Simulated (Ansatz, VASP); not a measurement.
# Sc in VASP and in Ansatz

```
Sc
1.0
     3.29122    0.00000    0.00000
    -1.64561    2.85028    0.00000
     0.00000    0.00000    5.33257
Sc
2
Direct
  0.33333 0.66667 0.25000
  0.66667 0.33333 0.75000
```

Alike in both runs: task single point; functional LDA; k mesh 6 × 6 × 4; occupations gaussian, width 0.1 eV; no spin polarisation.

|  | VASP | Ansatz |
| --- | --- | --- |
| version | VASP 6.6.1 | Ansatz 0.2.0 |
| potentials or method | VASP PAW LDA potentials, release 64 (Sc_sv) | scalar-relativistic, plane waves, PAW |
| plane-wave cutoff (eV) | 520 | 420 |
| valence electrons in the cell | 22 | 22 |

```tsv
	VASP	Ansatz	Ansatz less VASP
gap on the k mesh at the Fermi level (eV)	none	none	-
pressure (GPa)	-5.3	-5.4	-0.02
largest component of the traceless stress (GPa)	2.23	2.20	-0.027
```

A gap of «none» marks a metal or a gap that the smearing closes. Ansatz warned: «pseudo_functional_mismatch».

Caveats: the k mesh is coarse (spacing up to 0.37 Å⁻¹), so the values aren't converged.
